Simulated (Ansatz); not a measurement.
Crystal: HfO2.

```
Hf O
1.0
     5.11800    0.00000    0.00000
     0.00000    5.18570    0.00000
    -0.85866    0.00000    5.21387
Hf O
4 8
Direct
  0.27550 0.46030 0.70800
  0.72450 0.96030 0.79200
  0.72450 0.53970 0.29200
  0.27550 0.03970 0.20800
  0.07420 0.16840 0.84670
  0.92580 0.66840 0.65330
  0.92580 0.83160 0.15330
  0.07420 0.33160 0.34670
  0.44870 0.74190 0.98010
  0.55130 0.24190 0.51990
  0.55130 0.25810 0.01990
  0.44870 0.75810 0.48010
```

```yaml
Program: Ansatz 0.2.0
Task: single point
Functional: PBE
Potentials_or_basis: Ansatz PAW
Cutoff: "420 eV (not typed: the program's choice for these potentials)"
k_mesh: 5 × 5 × 5
Occupations: fermi-dirac, width 0.05 eV
Spin: no spin polarisation
```

On this cell: pressure 5.9 GPa; largest force 0.482 eV/Å; band gap on the k mesh 4.21 eV, indirect (least direct gap 4.27 eV).

The same run follows on a disturbed copy (atoms moved at random, drawn with an rms of 0.05 Å):

```xyz
12
Lattice="5.1180 0.0000 0.0000 0.0000 5.1857 0.0000 -0.8587 0.0000 5.2139" Properties=species:S:1:pos:R:3 pbc="T T T"
Hf    0.8233    2.4205    3.6837
Hf    3.0625    5.0111    4.1353
Hf    3.4673    2.8627    1.5387
Hf    1.2957    0.1812    1.0650
O    -0.3863    0.9019    4.3962
O     4.2027    3.4641    3.3900
O     4.6340    4.3828    0.8184
O     0.0234    1.7049    1.7962
O     1.4864    3.8504    5.1190
O     2.3785    1.2348    2.7072
O     2.7685    1.3180    0.0585
O     1.8476    4.0072    2.5211
```

**Question.** What does the disturbed cell give?

**Answer.** The energy moves by +17.9 meV/atom; pressure 6.1 GPa; largest force 1.760 eV/Å; band gap on the k mesh 3.95 eV, indirect (least direct gap 4.03 eV).

Forces on the atoms (eV/Å):
```
Hf  -0.146 -1.138 -0.337
Hf  -0.288  0.201 -0.143
Hf   0.276 -1.126 -0.308
Hf  -0.885  1.506  0.216
O    0.304  0.141 -0.107
O   -0.188  0.325  0.408
O   -0.166 -0.571  0.089
O    0.400  0.271 -0.105
O   -0.248 -0.069  0.047
O   -0.006  0.997 -0.334
O    0.539  0.657  0.463
O    0.408 -1.194  0.112
```

Stress tensor (GPa, compression positive):
```
 5.70  1.08  0.12
 1.08  5.81 -0.97
 0.12 -0.97  6.81
```

Caveats: odd divisions of the mesh miss points on the zone boundary, where band edges often lie, so the gap on the mesh can be too wide; spin-orbit coupling is left out, which moves the levels of the heavy elements.

A k mesh can miss the band edges.
